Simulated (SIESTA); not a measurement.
SnO2 (Cassiterite):

```
Sn O
1.0
     4.73800    0.00000    0.00000
     0.00000    4.73800    0.00000
     0.00000    0.00000    3.18650
Sn O
2 4
Direct
  0.50000 0.50000 0.50000
  0.00000 0.00000 0.00000
  0.80710 0.19290 0.50000
  0.69290 0.69290 0.00000
  0.19290 0.80710 0.50000
  0.30710 0.30710 0.00000
```

```yaml
Program: SIESTA 5.4.2
Task: relaxation of cell and atoms
Functional: PBE
Potentials_or_basis: PseudoDojo 0.4 standard (PBE files)
Basis: DZP (energy shift 0.003 Ry; two zetas on semicore shells)
Grid_cutoff: 800 Ry
Energy_shift: 0.003 Ry
k_mesh: 4 × 4 × 6
Occupations: fermi-dirac, width 0.05 eV
Spin: no spin polarisation
```

At the start: pressure 17.7 GPa; volume 11.92 Å³/atom.

**Question.** How do energy, volume and symmetry change on relaxing?

**Answer.** Over 7 steps the energy falls by 53.8 meV/atom and the volume is 12.96 Å³/atom (+8.7 %); space group P4_2/mnm (No. 136, to 0.05 Å).

The path:
| step | energy change (eV) | largest force (eV/Å) | pressure (GPa) | volume (Å³) |
| --- | --- | --- | --- | --- |
| 1 | 0.0000 | 0.2904 | 17.74 | 71.53 |
| 2 | -0.0757 | 0.1271 | 15.15 | 72.21 |
| 3 | -0.2928 | 0.3774 | 3.22 | 76.13 |
| 4 | -0.3103 | 0.3322 | 1.02 | 77.11 |
| 5 | -0.3198 | 0.1785 | -0.33 | 77.80 |
| 6 | -0.3225 | 0.0576 | -0.37 | 77.88 |
| 7 | -0.3231 | 0.0002 | -0.10 | 77.78 |

Final structure:
```
Sn O
1.0
     4.85436    0.00000    0.00000
     0.00000    4.85436    0.00000
     0.00000    0.00000    3.30065
Sn O
2 4
Direct
  0.50000 0.50000 0.50000
  0.00000 0.00000 0.00000
  0.80761 0.19239 0.50000
  0.69239 0.69239 0.00000
  0.19239 0.80761 0.50000
  0.30761 0.30761 0.00000
```

Caveat: the basis of atomic orbitals isn't converged, which shifts pressures, moduli and gaps.
